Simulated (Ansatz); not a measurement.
## YN, space group Fm-3m: cell relaxations under several functionals, step by step

Computed with Ansatz 0.2.0, Python API.

The cells in order, each with its output:

```python
import ansatz as az
import numpy as np
```

```python
def edges_and_angles(cell):
    cell = np.asarray(cell)
    a, b, c = np.linalg.norm(cell, axis=1)
    cosines = cell[1] @ cell[2] / (b * c), cell[0] @ cell[2] / (a * c), cell[0] @ cell[1] / (a * b)
    return (a, b, c, *np.degrees(np.arccos(cosines)))
```

```python
system = (
    az.Lattice.of((0.0, 2.4385, 2.4385), (2.4385, 0.0, 2.4385), (2.4385, 2.4385, 0.0))
    .atom('Y', (0.0, 0.0, 0.0))
    .atom('N', (0.5, 0.5, 0.5))
)
```

```python
[site.symbol for site in system.resolved().sites]
```

    ['Y', 'N']

```python
calculation = (
    system.calculation()
    .kpoints(6)
    .occupations('Fixed')
    .mixing('msr1')
    .relax(cell=True, density_extrapolation='none')
)
```

```python
levels = [('pbe', 'none'), ('r2scan', 'd4'), ('rpbe', 'none'), ('pbe', 'd3bj')]
print('level            a       b       c    alpha   beta  gamma  V/atom  steps')
for name, dispersion in levels:
    seen = []
    run = calculation.functional(name, dispersion=dispersion).session().plan()
    res = run.execute(on_event=lambda e: seen.append(e) if e['event'] == 'relax_step' else None)
    cell = res.lattice.cell_ang
    label = name if dispersion == 'none' else f'{name}+{dispersion}'
    print('{:13s} {:7.4f} {:7.4f} {:7.4f} {:6.2f} {:6.2f} {:6.2f}'.format(label, *edges_and_angles(cell)), f'{abs(np.linalg.det(cell)) / len(res.lattice.sites):7.3f} {len(seen):5d}')
```

    level            a       b       c    alpha   beta  gamma  V/atom  steps
    DeckWarning: basis.ecutwfc = 420 eV, auto-derived from the records' recommended cutoffs: set by Y (normal level)
    pbe            3.4701  3.4701  3.4701  60.00  60.00  60.00  14.774     7
    DeckWarning: basis.ecutwfc = 500 eV, auto-derived from the records' recommended cutoffs: set by Y (their level for a meta-GGA)
    r2scan+d4      3.4539  3.4539  3.4539  60.00  60.00  60.00  14.567     4
    RunWarning: iter 2: σ=0 fill of 8 bands saw a band overlap (occupied 11.4536 eV > unoccupied 11.4130 eV) — on an unconverged iterate often a transient of an unconverged empty band; one that stands at the close is told there (band_overlap_at_count); if the run fails to converge, the spectrum is likely genuinely [...]
    rpbe           3.4938  3.4938  3.4938  60.00  60.00  60.00  15.078     6
    pbe+d3bj       3.4442  3.4442  3.4442  60.00  60.00  60.00  14.445     4

From smallest to largest: PBE+D3BJ (14.44 Å³ an atom, -0.4 % against the start), r2SCAN+D4 (14.57 Å³ an atom, +0.5 % against the start), PBE (14.77 Å³ an atom, +1.9 % against the start) and RPBE (15.08 Å³ an atom, +4.0 % against the start). The spread is 4.4 % in volume.

Caveats:
- The settings weren't tested for convergence.
- No spin polarisation was allowed.
- Forces vanish by symmetry, so the ions can't move, and the end may be a saddle.
- Edges and angles are those of the cell as typed, here a primitive one, not of the conventional cell.
- The structure is a deposited one; some such entries were measured under pressure or heat, so a shift against it needn't be the functional's error alone.
- Warnings are shown shortened and without file and line.
- Timing: 12 s on 1 thread of Arm Neoverse V2, with other jobs on the host, peak memory 0.45 GiB.

(Lines on the test bed's own set-up are left out of the output.)
